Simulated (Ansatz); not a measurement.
**HfO2 under changes of volume**

One of the cells (11.532 Å³/atom); the others are scaled copies at fixed shape and fractional positions:

```xyz
12
Lattice="5.1180 0.0000 0.0000 0.0000 5.1857 0.0000 -0.8587 0.0000 5.2139" Properties=species:S:1:pos:R:3 pbc="T T T"
Hf    0.8021    2.3870    3.6914
Hf    3.0279    4.9798    4.1294
Hf    3.4573    2.7987    1.5224
Hf    1.2314    0.2059    1.0845
O    -0.3473    0.8733    4.4146
O     4.1773    3.4661    3.4062
O     4.6066    4.3124    0.7993
O     0.0821    1.7196    1.8076
O     1.4549    3.8473    5.1101
O     2.3751    1.2544    2.7107
O     2.8045    1.3384    0.1038
O     1.8842    3.9313    2.5032
```

```yaml
Program: Ansatz 0.2.0
Functional: m-r2SCAN
Potentials_or_basis: Ansatz PAW
Cutoff: "500 eV (not typed: the program's choice for these potentials)"
k_mesh: 5 × 5 × 5
Occupations: fermi-dirac, width 0.05 eV
Spin: no spin polarisation
```

```tsv
volume (Å³/atom)	energy over the lowest point (meV/atom)	pressure (GPa)	gap on the mesh (eV)	largest force (eV/Å)
10.840	38.32	18.4	4.94	0.674
11.070	16.77	11.7	4.86	0.594
11.301	?	?	?	?
11.532	0.00	0.3	4.72	0.461
11.762	3.10	-4.5	4.64	0.410
11.993	12.85	-8.9	4.57	0.369
12.223	28.60	-12.9	4.50	0.339
```

Q: What does the run at 11.301 Å³/atom give?

A: Energy over the lowest point 4.29 meV/atom; pressure 5.7 GPa; gap on the mesh 4.79 eV; largest force 0.523 eV/Å.

Worked out: A Birch-Murnaghan fit of order 3 (a polynomial in V^(-2/3)) to the other rows has its minimum at 11.55 Å³/atom with B0 = V·E''(V) = 255 GPa and B' = 4.2 at fixed shape and positions, which overstates the stiffness. It gives 4.27 meV/atom at 11.301 Å³/atom, against the run's 4.29, and -dE/dV = 5.7 GPa, against 5.7. A straight line through the other rows of the gap, of slope -3.65 eV per unit of ln V, gives 4.79 eV, against the run's 4.79.

Energies are extrapolated to zero smearing.

Caveats: odd divisions of the mesh miss points on the zone boundary, where band edges often lie, so the gap on the mesh can be too wide; spin-orbit coupling is left out, which moves the levels of the heavy elements; the PAW data sets come from PBE, with cores solved anew for the run's functional, which leaves a small shift of forces and pressure.

A mesh can miss the band edges.
